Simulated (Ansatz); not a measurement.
TaN: energy along a strain

TaN, Fm-3m, a = 4.376 Å. This isn't the usual stable structure of the compound. Ansatz: PBEsol, PAW, 420 eV, Γ-centred 24×24×24 mesh on 2 atoms, Gaussian smearing 0.15 eV; no spin polarisation. Cell vectors (Å): 0.000 2.188 2.188; 2.188 0.000 2.188; 2.188 2.188 0.000. The cell is strained by x per cent times the pattern (0 1 0 0 0 0) in the order xx yy zz yz xz xy (engineering shears), with fractional coordinates held. y is the free energy over the start, V0 = 10.472 Å³/atom. Points with a strain past 8.5 % were computed too (5) and aren't used here.

| x (%) | y (meV/atom) |
| --- | --- |
| -7.50 | ? |
| -3.75 | 42.00 |
| 0.00 | 0.00 |
| 3.75 | 29.98 |
| 7.50 | 96.76 |

Q: Fit y = c2 x² + c3 x³ to the other rows, get the stiffness along the pattern, and predict the missing energy.

A: Least squares on the rows shown. y = 2.5623 x² − 0.11234 x³. The clamped-ion stiffness p·C·p = 2 × 25.62 eV × 160.2 / 10.472 Å³ = 784 GPa, which is C22 in these axes (C11 of the cubic crystal). At x = -7.50 the fit asked for gives 191.52 meV/atom. The run gave 196.48 meV/atom, so the fit is 4.96 meV/atom too low, 2.5 % of the span of the series, against an rms of 0.08 meV/atom on the fitted rows. The row lies outside the fitted range. With a term in x⁴ added, a fit to the same known rows (none to spare) predicts 192.92 meV/atom, which recovers part of the miss; the known rows don't hold the rest.

Spin–orbit coupling is left out, which can shift energies with elements as heavy as these.

Cost: 10 runs of about 3.5 core-minutes in all, on Arm Neoverse V1 (shared hosts).